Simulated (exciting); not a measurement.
# O K-edge absorption of BaO, all-electron BSE, part 3 of 3

How far do the exchange and direct terms reshape the O K edge of BaO?

exciting sodium; X-ray absorption, core-level Bethe-Salpeter equation, exchange and statically screened direct term, Tamm-Dancoff, all-electron LAPW+lo LDA.

So far. Step 6 (Exchange alone): Maxima (height): 4.1 eV (0.52), 5.8 eV (0.51), 7.4 eV (0.81), 8.9 eV (0.69) and 20.2 eV (0.59); 3 lower ones aren't listed. Against the independent-particle run the r.m.s. difference is 3 %. Step 7 (Direct term alone): Maxima (height): 1.2 eV (1.05), 3.1 eV (0.62), 4.6 eV (0.75), 5.9 eV (0.64) and 17.8 eV (0.46); 4 lower ones aren't listed. Against the singlet run the r.m.s. difference is 4 %. The highest maximum lies at 1.2 eV (1.05), against 1.2 eV (1.00).

The database entry behind the starting cell differs from later determinations by our own check (about 0.7 % short), so it need not match the best structure at ambient conditions.

### Step 9. Local-field cutoff

Changed against the first singlet run: cutoff of the kernels (bohr⁻¹) from 3 to 2.

The input, input.xml:

```
<input>
  <title>BaO</title>
  <structure speciespath="." autormt="false" epslat="1.0e-5">
    <crystal>
      <basevect>0.0000000000 5.1967468418 5.1967468418</basevect>
      <basevect>5.1967468418 0.0000000000 5.1967468418</basevect>
      <basevect>5.1967468418 5.1967468418 0.0000000000</basevect>
    </crystal>
    <species speciesfile="Ba.xml" rmt="2.464">
      <atom coord="0.0000000000 0.0000000000 0.0000000000"/>
    </species>
    <species speciesfile="O.xml" rmt="2.300">
      <atom coord="0.5000000000 0.5000000000 0.5000000000"/>
    </species>
  </structure>
  <groundstate do="skip" xctype="LDA_PW" ngridk="4 4 4" rgkmax="7" gmaxvr="14" nempty="8" swidth="0.001" maxscl="100" epsengy="1e-5"/>
  <xs xstype="BSE" ngridk="5 5 5" ngridq="5 5 5" vkloff="0.097 0.273 0.493" rgkmax="7" nempty="33" gqmax="2" lmaxapwwf="5" lmaxemat="2" broad="0.01654" tevout="true">
    <energywindow intv="17.984 19.601" points="439"/>
    <screening screentype="full" nempty="50"/>
    <BSE xas="true" xasspecies="2" xasatom="1" xasedge="K" bsetype="singlet" nstlxas="1 29"/>
    <qpointset>
      <qpoint>0 0 0</qpoint>
    </qpointset>
    <plan>
      <doonly task="xsgeneigvec"/>
      <doonly task="screen"/>
      <doonly task="scrcoulint"/>
      <doonly task="exccoulint"/>
    </plan>
  </xs>
</input>
```

The input, input.xml for the last start (plan only):

```
  <plan>
    <doonly task="bse"/>
  </plan>
```

On the command line:

```
$ OMP_NUM_THREADS=1 mpirun -n 4 exciting
$ OMP_NUM_THREADS=4 exciting
```

Numbers of over 12 decimals in the logs are rounded to 6 here.

The program printed:

```text
| EXCITING SODIUM started for task xsgeneigvec ( 301)                          =
One-shot GS runs for BSE calculations
One-shot GS runs for k+qmt/2 grids
Info(xsgeneigvec): Generating eigenvectors for Q-point      1
Info(xsgeneigvec): Generation of eigenvectors finished
| EXCITING SODIUM started for task screen ( 430)                               =
Info(screenlauncher): Calculating screening for unshifted q-grid.
Info(screenlauncher): Number of q points:      10
Info(screenlauncher): lowest (partially)  unoccupied state:     14
[...]
Info(setup_bse_block): Setting up RR part of hamiltonian
Info(setup_bse_block): Singlet spin state
Info(bse): Diagonalizing RR Hamiltonian (TDA)
Info(bse): Invoking Lapack routine ZHEEVR
      7250 eigen solutions found in the interval:
         i1=       1 i2=    7250
Info(bse): Writing excition energies and oscillator strengths to text file.
Info(makespectrum_dist): Making spectrum using formula for coupling with time reversed AR basis.
Info(makespectrum_dist): Using formalism for vanishing momentum transfer.
Info(writederived): Writing quantities derived from the macroscopic dielectric function.
Info(bselauncher): Spectrum finished for iqmt=  1
Info(bselauncher): All done for BSE type singlet
```

Run time: 10 min. Hardware: 4 MPI ranks of Arm Neoverse V1, shared host.

These settings are cheaper. Against the singlet run the r.m.s. difference is 7 %. The highest maximum lies at 1.3 eV (0.91), against 1.2 eV (1.00). The kernels miss the short-range part of the Coulomb interaction, its components above their cutoff.

```
E (eV)  first run  this run
  -3.0       0.03      0.03
  -2.0       0.05      0.04
  -1.0       0.10      0.09
   0.0       0.34      0.30
   1.0       0.95      0.84
   2.0       0.74      0.71
   3.0       0.61      0.57
   4.0       0.58      0.54
   5.0       0.69      0.69
   6.0       0.66      0.68
   7.0       0.38      0.41
   8.0       0.32      0.34
   9.0       0.18      0.19
  10.0       0.18      0.19
  11.0       0.19      0.20
  12.0       0.14      0.15
  13.0       0.14      0.15
  14.0       0.19      0.19
  15.0       0.13      0.14
  16.0       0.20      0.20
  17.0       0.41      0.41
  18.0       0.46      0.49
  19.0       0.37      0.40
  20.0       0.21      0.23
  21.0       0.12      0.13
  22.0       0.12      0.13
  23.0       0.12      0.13
  24.0       0.15      0.16
  25.0       0.20      0.22
  26.0       0.19      0.19
```

### Step 10. From independent particles to the full kernel

```csv
level,curve passes 0.15 (eV),highest maximum (eV),its height
IP,1.4,7.4,0.82
RPA,1.5,7.4,0.81
direct only,-0.6,1.2,1.05
singlet,-0.6,1.2,1.00
```

| E (eV) | IP | RPA | direct only | singlet |
| --- | --- | --- | --- | --- |
| -3.0 | 0.01 | 0.01 | 0.03 | 0.03 |
| -2.0 | 0.02 | 0.02 | 0.05 | 0.05 |
| -1.0 | 0.02 | 0.02 | 0.10 | 0.10 |
| 0.0 | 0.04 | 0.04 | 0.38 | 0.34 |
| 1.0 | 0.11 | 0.10 | 1.02 | 0.95 |
| 2.0 | 0.27 | 0.26 | 0.74 | 0.74 |
| 3.0 | 0.45 | 0.43 | 0.62 | 0.61 |
| 4.0 | 0.53 | 0.51 | 0.59 | 0.58 |
| 5.0 | 0.42 | 0.40 | 0.68 | 0.69 |
| 6.0 | 0.52 | 0.50 | 0.64 | 0.66 |
| 7.0 | 0.70 | 0.68 | 0.37 | 0.38 |
| 8.0 | 0.54 | 0.55 | 0.31 | 0.32 |
| 9.0 | 0.67 | 0.69 | 0.17 | 0.18 |
| 10.0 | 0.29 | 0.30 | 0.17 | 0.18 |
| 11.0 | 0.23 | 0.23 | 0.19 | 0.19 |
| 12.0 | 0.23 | 0.23 | 0.14 | 0.14 |
| 13.0 | 0.17 | 0.17 | 0.14 | 0.14 |
| 14.0 | 0.17 | 0.18 | 0.18 | 0.19 |
| 15.0 | 0.21 | 0.21 | 0.13 | 0.13 |
| 16.0 | 0.13 | 0.13 | 0.20 | 0.20 |
| 17.0 | 0.18 | 0.18 | 0.41 | 0.41 |
| 18.0 | 0.30 | 0.30 | 0.45 | 0.46 |
| 19.0 | 0.44 | 0.43 | 0.35 | 0.37 |
| 20.0 | 0.57 | 0.58 | 0.20 | 0.21 |
| 21.0 | 0.37 | 0.39 | 0.12 | 0.12 |
| 22.0 | 0.19 | 0.20 | 0.11 | 0.12 |
| 23.0 | 0.17 | 0.18 | 0.12 | 0.12 |
| 24.0 | 0.16 | 0.17 | 0.15 | 0.15 |
| 25.0 | 0.21 | 0.21 | 0.20 | 0.20 |
| 26.0 | 0.26 | 0.27 | 0.18 | 0.19 |

### Step 11. Outcome

- absorber and edge: O K, atom 2
- surroundings: 6 Ba at 2.75 Å (octahedral, site symmetry m-3m)
- first bright state: -0.10 eV from the Kohn–Sham onset, on this mesh
- highest maximum: 1.2 eV
- cost of the BSE run: 21 min on 4 MPI ranks of Arm Neoverse V1, shared host; the last task ran on as many threads

In words: Is a core exciton bound? Undecided on this mesh: the first bright state (over 5 % of the brightest) lies at -0.10 eV from the Kohn–Sham onset and at -0.17 eV from the lowest bare transition of its own mesh; weaker or dark states reach down to -0.47 eV. Changing the half width (eV) from 0.45 to 0.11 alters the spectrum by 26 % r.m.s. Exchange alone changes the independent-particle spectrum by 3 % r.m.s. Leaving exchange out of the full kernel changes the spectrum by 4 % r.m.s. With 125 k points the binding energies are rough. Exchange and the short-range direct term aren't converged in the kernel cutoff. The zero comes from the unshifted 4×4×4 ground-state mesh; it is exact only where the band minimum lies on that mesh. The Kohn–Sham onset, 501 eV, is no photon energy: the scale needs a rigid shift. No quasiparticle correction widens the gap or stretches the bands. Vibrations and energy-dependent lifetimes are left out. The structure is a published determination, not relaxed.

[Banner, clock and machine lines of the logs are left out without a mark of their own.]

[Logs are printed without paths, hosts, clocks, repeated set-up lines and the standing remarks that a program may print on its own settings, such as how far it seeks lower states.]

[Hosts, paths, dates, database ids (printed as entryN), source tags and the programs' standing remarks are cut or masked in the printed files.]
